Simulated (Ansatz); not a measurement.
# Ni₃Ge: how the energy converges with the cutoff

Ni₃Ge, Pm-3m, a = 3.530 Å. The structure is a Materials Project entry; whether it is the stable form wasn't checked. Ansatz: r2SCAN, PAW, cutoff varied, Γ-centred 12×12×12 mesh on 4 atoms, Gaussian smearing 0.10 eV; no spin polarisation. Single points at one geometry, the cutoff alone changed; ΔE is the energy at zero smearing over the run at 850 eV. The runs up to 460 eV lie under the cutoff recommended for these PAW datasets.

| cutoff (eV) | ΔE (meV/atom) |
| --- | --- |
| 150 | 80990.75 |
| 200 | 13423.07 |
| 250 | 2140.82 |
| 300 | 229.40 |
| 350 | 18.51 |
| 380 | 9.38 |
| 460 | 4.65 |
| 500 | 2.68 |
| 520 | 2.10 |
| 600 | 1.22 |
| 700 | ? |

Q: Assume ΔE falls exponentially with the cutoff, fit y = ln ΔE against x, the cutoff in eV, to the other rows, and predict the missing value.

A: y = 11.302, 9.505, 7.669, 5.435, 2.918, 2.239, 1.537, 0.986, 0.742, 0.199. Means x = 371.0, y = 4.2532; Σ(Δx)² = 197490, ΣΔxΔy = -5058; the slope is their ratio. y = 13.75 − 0.02561 x, a factor of ten per 90 eV. At 700 eV this gives ΔE = 0.02 meV/atom. The run gave 0.82, a ratio of 0.02. Between neighbouring rows the decay runs from a factor of ten per 46 eV to one per 580 eV, so one exponential is only a rough guide. The fast fall gives way to a slow tail, so a fit to low cutoffs promises convergence too early.

1 further run of this set didn't finish or converge.

Cost: 12 runs of about 1.9 core-minutes in all, on Intel Xeon 6975P-C (Granite Rapids) (shared hosts).